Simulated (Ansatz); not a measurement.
The system is SiO2.

```
CELL_PARAMETERS angstrom
-2.83790 2.83790 5.66021
2.83790 -2.83790 5.66021
2.83790 2.83790 -5.66021
ATOMIC_POSITIONS crystal
Si 0.87500 0.26362 0.88862
Si 0.01362 0.62500 0.88862
Si 0.73638 0.12500 0.11138
Si 0.37500 0.98638 0.11138
O 0.63373 0.13373 0.50000
O 0.46788 0.96788 0.93575
O 0.03212 0.53212 0.06425
O 0.11627 0.11627 0.00000
O 0.88373 0.88373 0.00000
O 0.86627 0.36627 0.50000
O 0.28212 0.71788 0.00000
O 0.71788 0.28212 0.00000
```

The cell comes from a database or a generator and needn't be the stable form of this composition.

```yaml
Program: Ansatz 0.2.0
Task: single point
Functional: PBE
Potentials_or_basis: all-electron LAPW, scalar-relativistic
Cutoff: 545 eV (chosen from the basis error)
Basis_error_allowed: 0.001 eV/atom
k_mesh: 7 × 7 × 7
Occupations: fermi-dirac, width 0.05 eV
Spin: no spin polarisation
```

On this cell: pressure -0.1 GPa; largest force 0.013 eV/Å; band gap on the k mesh 4.84 eV, direct.

The same run follows on a disturbed copy (atoms moved at random, drawn with an rms of 0.05 Å):

```
CELL_PARAMETERS angstrom
-2.83790 2.83790 5.66021
2.83790 -2.83790 5.66021
2.83790 2.83790 -5.66021
ATOMIC_POSITIONS crystal
Si 0.87564 0.26582 0.89104
Si 0.01224 0.62961 0.88713
Si 0.72792 0.13023 0.11283
Si 0.37123 0.98329 0.11100
O 0.63052 0.13569 0.49401
O 0.47048 0.97042 0.94250
O 0.02958 0.54004 0.06928
O 0.11297 0.11059 0.99296
O 0.88514 0.89088 0.01176
O 0.87144 0.36800 0.51255
O 0.27899 0.71285 0.99341
O 0.70676 0.27758 0.98676
```

Q: What changes?

A: The energy moves by +15.7 meV/atom; pressure -0.3 GPa; largest force 2.124 eV/Å; band gap on the k mesh 4.74 eV, direct.

Forces on the atoms (eV/Å):
```
Si  -0.142 -0.726  0.401
Si   1.448  0.379 -1.419
Si  -0.299  1.076  0.991
Si  -0.148 -0.103  0.827
O    0.675  1.198 -0.355
O   -0.023 -0.671 -0.829
O   -0.497 -0.003 -0.319
O    0.350 -0.495 -0.018
O   -0.074 -0.077  0.284
O   -1.582 -1.382  0.318
O    0.074  0.332  0.458
O    0.217  0.471 -0.339
```

Stress tensor (GPa, compression positive):
```
-0.76  0.75  0.40
 0.75 -0.39  1.65
 0.40  1.65  0.11
```

Caveats: an odd mesh through Γ misses points on the zone boundary, where band edges often lie.
